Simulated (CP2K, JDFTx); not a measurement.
**Rh: energy against volume and a worked fit**

```
CELL_PARAMETERS angstrom
2.68397 0.00000 0.00000
1.34198 2.32438 0.00000
1.34198 0.77479 2.19145
ATOMIC_POSITIONS crystal
Rh 0.00000 0.00000 0.00000
```

The cell was scaled at fixed shape and fractions and run with CP2K, POTENTIAL_UZH Rh GTH-SCAN-q17; TZVP-MOLOPT-SCAN-GTH basis; r2SCAN, k mesh 12 × 12 × 12 on the cell of 1 atom, fermi-dirac occupations of 0.05 eV, no spin polarisation, no spin-orbit coupling. Energies are those that the program minimises, any entropy of the smearing included. For a metal such a mesh isn't converged to the digits shown.

```tsv
V (Å³/atom)	energy over the lowest row (meV/atom)
12.8512	157.77
13.1246	99.59
13.3981	56.29
13.6715	?
13.9449	7.88
14.2183	0.00
14.4918	1.41
```

Q: Fit the third-order Birch-Murnaghan form, give V0, B0 and B′, and predict the energy left open.

A: With y = (V0/V)^(2/3), E = E0 + (9 V0 B0/16) [(y - 1)³ B′ + (y - 1)² (6 - 4y)]. Least squares through the rows shown give V0 = 14.3101 Å³/atom, E0 = -0.51 meV, B0 = 273.6 GPa (1 eV/Å³ = 160.218 GPa) and B′ = 5.14, with a largest miss of 0.01 meV. At V = 13.6715 the form with these constants gives 26.21 meV; the run gave 26.21 meV an atom. Other set-ups at this level, from all their volumes (Å³/atom, GPa): JDFTx, SG15-PBE-1.2 (made for PBE): V0 13.619, B0 288.7.
